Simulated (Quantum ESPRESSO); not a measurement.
Crystal: PbO2.

```
CELL_PARAMETERS angstrom
0.00000 2.70199 2.70199
2.70199 0.00000 2.70199
2.70199 2.70199 0.00000
ATOMIC_POSITIONS crystal
Pb 0.00000 0.00000 0.00000
O 0.75000 0.75000 0.75000
O 0.25000 0.25000 0.25000
```

The cell comes from a database or a generator and needn't be the stable form of this composition.

| Property | Result |
| --- | --- |
| Program | Quantum ESPRESSO 7.5 |
| Task | phonons |
| Functional | PBEsol |
| Potentials or basis | GBRV 1.5 PBEsol |
| Cutoff | 612 eV |
| Density cutoff | 4898 eV |
| k mesh | 9 × 9 × 9 |
| Occupations | cold, width 0.2 eV |
| Spin | no spin polarisation |
| Mixing beta | 0.5 |
| Most SCF iterations | 120 |
| SCF threshold | 6e-10 Ry |

The cell and the atoms were relaxed first, to 12.56 Å³/atom (a = 3.763 Å, b = 3.763 Å, c = 3.763 Å, α = 60.00°, β = 60.00°, γ = 60.00°), and the response was taken there.

Question: Which optical modes does the crystal have at the zone centre, and which show in infrared and Raman spectra?

Answer: The optical modes are T1u + T2g. Infrared active: T1u. Raman active: T2g.

Optical modes at Γ, degenerate ones joined:
| cm⁻¹ | components | symmetry | active in |
| --- | --- | --- | --- |
| 264 | 3 | T1u | IR |
| 435 | 3 | T2g | Raman |
